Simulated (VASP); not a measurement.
# C (Fd-3m) in VASP: a series of runs

One crystal, C, is run at these levels: LDA; tasks: single point.

All numbers are computed with VASP 6.6.1; they aren't measurements. Logs are shortened: lines on timing, memory, paths and dates and some standing lists are left out, and cuts for length are marked.

### Step 1. The undisturbed crystal

The structure is cubic, space group Fd-3m (No. 227). Conventional cell: a = 3.567 Å, b = 3.567 Å, c = 3.567 Å, α = 90.00°, β = 90.00°, γ = 90.00°. C (site symmetry -43m) has 4 C at 1.54 Å as nearest neighbours.

This isn't the form of C at room conditions, which is graphite.

### Step 2. Single point, LDA (grid = ENCUT=400 dk=0.45 cell=3x3x2 ISMEAR=0 SIGMA=0.05 LREAL=Auto EDIFF=1e-06)

The input, INCAR:

```
PREC = Accurate ; ENCUT = 400
EDIFF = 1E-6 ; ISMEAR = 0
SIGMA = 0.05 ; LREAL = Auto
LASPH = T ; NELM = 120
ALGO = Fast ; ISIF = 2
LWAVE = F ; LCHARG = F
NBANDS = 84 ; NCORE = 1
KPAR = 2
```

The input, KPOINTS:

```
regular mesh
0
Gamma
  3 3 4
```

The input, POSCAR:

```
C
1.0
    0.0000000000      5.3501100000      5.3501100000
    5.3501100000      0.0000000000      5.3501100000
    3.5667400000      3.5667400000      0.0000000000
C
36
Direct
    0.2500000000      0.2500000000      0.3750000000
    0.2500000000      0.2500000000      0.8750000000
    0.2500000000      0.5833333333      0.3750000000
    0.2500000000      0.5833333333      0.8750000000
    0.2500000000      0.9166666667      0.3750000000
    0.2500000000      0.9166666667      0.8750000000
    0.5833333333      0.2500000000      0.3750000000
    0.5833333333      0.2500000000      0.8750000000
    0.5833333333      0.5833333333      0.3750000000
    0.5833333333      0.5833333333      0.8750000000
    0.5833333333      0.9166666667      0.3750000000
    0.5833333333      0.9166666667      0.8750000000
    0.9166666667      0.2500000000      0.3750000000
    0.9166666667      0.2500000000      0.8750000000
    0.9166666667      0.5833333333      0.3750000000
    0.9166666667      0.5833333333      0.8750000000
    0.9166666667      0.9166666667      0.3750000000
    0.9166666667      0.9166666667      0.8750000000
    0.1666666667      0.1666666667      0.2500000000
    0.1666666667      0.1666666667      0.7500000000
    0.1666666667      0.5000000000      0.2500000000
    0.1666666667      0.5000000000      0.7500000000
    0.1666666667      0.8333333333      0.2500000000
    0.1666666667      0.8333333333      0.7500000000
    0.5000000000      0.1666666667      0.2500000000
    0.5000000000      0.1666666667      0.7500000000
    0.5000000000      0.5000000000      0.2500000000
    0.5000000000      0.5000000000      0.7500000000
    0.5000000000      0.8333333333      0.2500000000
    0.5000000000      0.8333333333      0.7500000000
    0.8333333333      0.1666666667      0.2500000000
    0.8333333333      0.1666666667      0.7500000000
    0.8333333333      0.5000000000      0.2500000000
    0.8333333333      0.5000000000      0.7500000000
    0.8333333333      0.8333333333      0.2500000000
    0.8333333333      0.8333333333      0.7500000000
```

Potentials or basis: VASP PAW LDA potentials, release 64 (C).

Command:

```sh
$ cat potpaw_LDA.64/C/POTCAR > POTCAR
$ mpirun -np 4 vasp_std > vasp.out
```

OUTCAR:

```text
PREC = Accurate
   ENCUT = 400
   EDIFF = 1E-6
   ISMEAR = 0
   LREAL = Auto
   LASPH = T
   NELM = 120
   ISIF = 2

 Found     14 irreducible k-points:

 Following reciprocal coordinates:
            Coordinates               Weight
  0.000000  0.000000  0.000000      1.000000
  0.333333  0.000000  0.000000      4.000000
  0.333333  0.333333  0.000000      2.000000
 -0.333333  0.333333  0.000000      2.000000
  0.000000  0.000000  0.250000      2.000000
  0.333333  0.000000  0.250000      4.000000
   k-points           NKPTS =     14   k-points in BZ     NKDIM =     14   number of bands    NBANDS=     84
   number of dos      NEDOS =    301   number of ions     NIONS =     36
   total plane-waves  NPLWV =  90000
   dimension x,y,z NGX =    50 NGY =   50 NGZ =   36
   dimension x,y,z NGXF=   100 NGYF=  100 NGZF=   72
   ions per type =              36
   NGX,Y,Z   is equivalent  to a cutoff of  10.99, 10.99, 11.86 a.u.
   NGXF,Y,Z  is equivalent  to a cutoff of  21.97, 21.97, 23.73 a.u.
 SYSTEM =  unknown system
   PREC   = accura    normal or accurate (medium, high low for compatibility)
   ISTART =      0    job   : 0-new  1-cont  2-samecut
   ICHARG =      2    charge: 1-file 2-atom 10-const
   ISPIN  =      1    spin polarized calculation?
   LNONCOLLINEAR =      F non collinear calculations
   LSORBIT =      F    spin-orbit coupling
   LASPH  =      T    aspherical Exc in radial PAW
   ENCUT  =  400.0 eV  29.40 Ry    5.42 a.u.  12.34 12.34  8.23*2*pi/ulx,y,z
   NELM   =    120;   NELMIN=  2; NELMDL= -5     # of ELM steps
   EDIFF  = 0.1E-05   stopping-criterion for ELM
   LREAL  =      T    real-space projection
   EDIFFG = 0.1E-04   stopping-criterion for IOM
   NSW    =      0    number of steps for IOM
   IBRION =     -1    ionic relax: 0-MD 1-quasi-New 2-CG
   NFREE  =      0    steps in history (QN), initial steepest desc. (CG)
   ISIF   =      2    stress and relaxation
   ISYM   =      2    0-nonsym 1-usesym 2-fastsym
   POTIM  = 0.5000    time-step for ionic-motion
   TEBEG  =    0.0;   TEEND  =   0.0 temperature during run
   PSTRESS=    0.0 pullay stress
   NELECT =     144.0000    total number of electrons
   NUPDOWN=      -1.0000    fix difference up-down
   EMIN   =  10.00;   EMAX   =-10.00  energy-range for DOS
   EFERMI =   0.00;   METHOD = LEGACY
   ISMEAR =     0;   SIGMA  =   0.05  broadening in eV -4-tet -1-fermi 0-gaus
   EFERMI_NEDOS =   21; number of points for ismear=-14 and -15
   IALGO  =     68    algorithm
   IMIX   =      4    mixing-type and parameters
     AMIX     =   0.40;   BMIX     =  1.00
     AMIX_MAG =   1.60;   BMIX_MAG =  1.00
  volume/ion in A,a.u.               =       5.67        38.28
  Fermi-wavevector in a.u.,A,eV,Ry     =   1.457203  2.753714 28.891161  2.123440
  Thomas-Fermi vector in A             =   2.574032
   LORBIT       =      0    0 simple, 1 ext, 2 COOP (PROOUT), +10 PAW based schemes
   GGA     = CA    functional components
   LHFCALC =     F    Hartree Fock is set to
   AEXX    =    0.0000 exact exchange contribution
   IVDW    =     0    specifies the selected vdW correction
   LEPSILON=     F    determine dielectric tensor
   LRPA    =     F    only Hartree local field effects (RPA)
 non-spin polarized calculation
 RMM-DIIS sequential band-by-band and
 Gauss-broadening in eV      SIGMA  =   0.05
  energy-cutoff  :      400.00
  volume of cell :      204.19
 maximum number of plane-waves:      3726
 NGX is ok and might be reduce to    50
   NGX = 25   NGY = 25   NGZ = 17

 number of electron     144.0000012 magnetization

 Free energy of the ion-electron system (eV)
  ---------------------------------------------------
  ext. energy  EPLUGINS =         0.00000000
  ---------------------------------------------------
  free energy    TOTEN  =      -364.44885208 eV

  energy without entropy =     -364.44885208  energy(sigma->0) =     -364.44885208

 E-fermi :  10.0333     XC(G=0): -13.4999

 val. band max:        9.7438398027   @ k =   0.0000   0.0000   0.0000
 cond. band min:      13.8493295563   @ k =   0.0000   0.0000   0.0000
 fundamental gap:      4.1054897536
 Fermi energy:        10.0333412633

 k-point     1 :       0.0000    0.0000    0.0000
  band No.  band energies     occupation
      1     -11.5984      2.00000
      2      -8.5806      2.00000
      3      -8.5806      2.00000
      4      -8.5806      2.00000
      5      -8.5805      2.00000
      6      -7.5798      2.00000
[... 76 lines left out ...]
     83      16.0108      0.00000
     84      17.8367      0.00000

 k-point     2 :       0.3333    0.0000    0.0000
  band No.  band energies     occupation
      1     -11.2570      2.00000
      2     -10.2406      2.00000
      3      -8.9056      2.00000
      4      -8.5695      2.00000
      5      -7.6123      2.00000
      6      -6.8844      2.00000
[... 76 lines left out ...]
     83      16.4532      0.00000
     84      16.7009      0.00000

 k-point     3 :       0.3333    0.3333    0.0000
  band No.  band energies     occupation
      1     -11.1434      2.00000
      2      -9.7902      2.00000
      3      -9.4586      2.00000
      4      -9.4586      2.00000
      5      -7.1015      2.00000
      6      -6.8896      2.00000
[... 76 lines left out ...]
     83      16.7239      0.00000
     84      17.0921      0.00000

 k-point     4 :      -0.3333    0.3333    0.0000
  band No.  band energies     occupation
      1     -10.6907      2.00000
      2     -10.3523      2.00000
      3     -10.3523      2.00000
      4      -8.0331      2.00000
      5      -6.7472      2.00000
      6      -6.7472      2.00000
[... 76 lines left out ...]
     83      16.1348      0.00000
     84      17.3694      0.00000

 k-point     5 :       0.0000    0.0000    0.2500
  band No.  band energies     occupation
      1     -11.1666      2.00000
      2      -8.8998      2.00000
      3      -8.8998      2.00000
      4      -8.6476      2.00000
      5      -8.2909      2.00000
      6      -7.8114      2.00000
[... 76 lines left out ...]
     83      16.3819      0.00000
     84      16.4682      0.00000

 k-point     6 :       0.3333    0.0000    0.2500
  band No.  band energies     occupation
      1     -11.0813      2.00000
      2      -9.4811      2.00000
      3      -9.3147      2.00000
      4      -8.5298      2.00000
      5      -7.9506      2.00000
      6      -7.2612      2.00000
[... 76 lines left out ...]
     83      17.2630      0.00000
     84      17.3197      0.00000

 [... further k-points ...]

------------------------ aborting loop because EDIFF is reached ----------------------------------------

  FORCE on cell =-STRESS in cart. coord.  units (eV):
  Direction    XX          YY          ZZ          XY          YZ          ZX
  --------------------------------------------------------------------------------------
  -------------------------------------------------------------------------------------
  Total      -19.7231505    -19.7231505    -19.7437315      0.0313189     -0.0028691     -0.0028691
  in kB     -154.7604561   -154.7604561   -154.9219476      0.2457481     -0.0225129     -0.0225129
  external PRESSURE =    -154.8142866 kB  Pullay stress =       0.0000000 kB

 VOLUME and BASIS-vectors are now :
 -----------------------------------------------------------------------------
  energy-cutoff  :      400.00
  volume of cell :      204.19
      direct lattice vectors                 reciprocal lattice vectors
     0.000000000  5.350110000  5.350110000    -0.093456022  0.093456022  0.093456022
     5.350110000  0.000000000  5.350110000     0.093456022 -0.093456022  0.093456022
     3.566740000  3.566740000  0.000000000     0.140184034  0.140184034 -0.140184034

 POSITION                                       TOTAL-FORCE (eV/Angst)
 -----------------------------------------------------------------------------------
      2.67505      2.67505      2.67505        -0.000186     -0.000186      0.000015
      4.45843      4.45843      2.67505        -0.000186     -0.000186      0.000015
      4.45842      2.67505      4.45842        -0.000186     -0.000186      0.000015
      6.24179      4.45843      4.45842        -0.000186     -0.000186      0.000015
      6.24180      2.67505      6.24180        -0.000186     -0.000186      0.000015
      8.02517      4.45843      6.24180        -0.000186     -0.000186      0.000015
[... 28 lines left out ...]
      5.35011      5.35011      8.91685         0.000186      0.000186     -0.000015
      7.13348      7.13348      8.91685         0.000186      0.000186     -0.000015
 -----------------------------------------------------------------------------------
    total drift:                                0.000002      0.000002      0.000003

  FREE ENERGIE OF THE ION-ELECTRON SYSTEM (eV)
  ---------------------------------------------------
  free  energy   TOTEN  =      -364.4488520841 eV

  energy  without entropy=     -364.4488520841  energy(sigma->0) =     -364.44885208
```

Run time: 79 s. Hardware: 4 MPI ranks of Intel Xeon Platinum 8488C (Sapphire Rapids), shared host; peak memory 0.22 GiB.

These settings aren't checked as converged: the numbers below hold their error.

Results:

* Free energy: -364.4489 eV
* Band gap on the k mesh: 4.11 eV

Caveat: the cutoff is under 1.25 times the usual one of these potentials, so pressure, stress and relaxed cells hold a basis-set (Pulay) error; an odd mesh through Γ misses points on the zone boundary, where band edges often lie.

### Step 3. Single point, LDA (grid = ENCUT=400 dk=0.45 cell=3x3x2 ISMEAR=0 SIGMA=0.2 LREAL=Auto EDIFF=1e-06)

Edit INCAR of step 2 so:

```diff
@@ -2,3 +2,3 @@
 EDIFF = 1E-6 ; ISMEAR = 0
-SIGMA = 0.05 ; LREAL = Auto
+SIGMA = 0.2 ; LREAL = Auto
 LASPH = T ; NELM = 120
```

KPOINTS is that of step 2.

POSCAR is that of step 2.

Potentials or basis: VASP PAW LDA potentials, release 64 (C).

Command:

```sh
$ cat potpaw_LDA.64/C/POTCAR > POTCAR
$ mpirun -np 4 vasp_std > vasp.out
```

It took 80 s on 4 MPI ranks of Intel Xeon Platinum 8488C (Sapphire Rapids), shared host; peak memory 0.23 GiB.

These settings aren't checked as converged: the numbers below hold their error.

Results:

```yaml
Free_energy: -364.4489 eV
Band_gap_on_the_k_mesh: 4.11 eV
```

Caveat: the cutoff is under 1.25 times the usual one of these potentials, so pressure, stress and relaxed cells hold a basis-set (Pulay) error; an odd mesh through Γ misses points on the zone boundary, where band edges often lie.

### Step 4. Single point, LDA (grid = ENCUT=400 dk=0.45 cell=3x3x2 ISMEAR=0 SIGMA=0.05 LREAL=Auto EDIFF=0.0001)

The input, INCAR:

```
PREC = Accurate ; ENCUT = 400
EDIFF = 1E-4 ; ISMEAR = 0
SIGMA = 0.05 ; LREAL = Auto
LASPH = T ; NELM = 120
ALGO = Fast ; ISIF = 2
LWAVE = F ; LCHARG = F
NBANDS = 84 ; NCORE = 1
KPAR = 2
```

KPOINTS is that of step 3.

POSCAR is that of step 3.

Command:

```sh
$ cat potpaw_LDA.64/C/POTCAR > POTCAR
$ mpirun -np 4 vasp_std > vasp.out
```

Run time: 66 s. Hardware: 4 MPI ranks of Intel Xeon Platinum 8488C (Sapphire Rapids), shared host; peak memory 0.22 GiB.

The run converged, but some of its settings lie outside the range that counts as converged, so its numbers aren't taken as properties of the crystal.

Results:

- Free energy: -364.4488 eV
- Band gap on the k mesh: 4.11 eV

Caveat: the cutoff is under 1.25 times the usual one of these potentials, so pressure, stress and relaxed cells hold a basis-set (Pulay) error; an odd mesh through Γ misses points on the zone boundary, where band edges often lie.

### Step 5. Single point, LDA (grid = ENCUT=520 dk=0.45 cell=3x3x2 ISMEAR=0 SIGMA=0.05 LREAL=Auto EDIFF=1e-06)

The input, INCAR:

```
PREC = Accurate ; ENCUT = 520
EDIFF = 1E-6 ; ISMEAR = 0
SIGMA = 0.05 ; LREAL = Auto
LASPH = T ; NELM = 120
ALGO = Fast ; ISIF = 2
LWAVE = F ; LCHARG = F
NBANDS = 84 ; NCORE = 1
KPAR = 2
```

KPOINTS is that of step 4.

POSCAR is that of step 4.

Command:

```sh
$ cat potpaw_LDA.64/C/POTCAR > POTCAR
$ mpirun -np 4 vasp_std > vasp.out
```

Wall time 74 s (4 MPI ranks of Intel Xeon Platinum 8488C (Sapphire Rapids), shared host); peak memory 0.26 GiB.

These settings aren't checked as converged: the numbers below hold their error.

What came out:

```
Free energy            : -364.2409 eV
Pressure               : -11.7 GPa
Band gap on the k mesh : 4.12 eV
```

Caveat: an odd mesh through Γ misses points on the zone boundary, where band edges often lie.

### Step 6. For comparison

An earlier run on the cell as given: functional PBE; potentials or basis VASP PAW PBE potentials, release 64 (C); cutoff 520 eV; k mesh 13 × 13 × 13; occupations fermi-dirac, width 0.05 eV; no spin polarisation.

- Pressure: 2.5 GPa
- Band gap on the k mesh: 4.14 eV, indirect (least direct gap 5.59 eV)
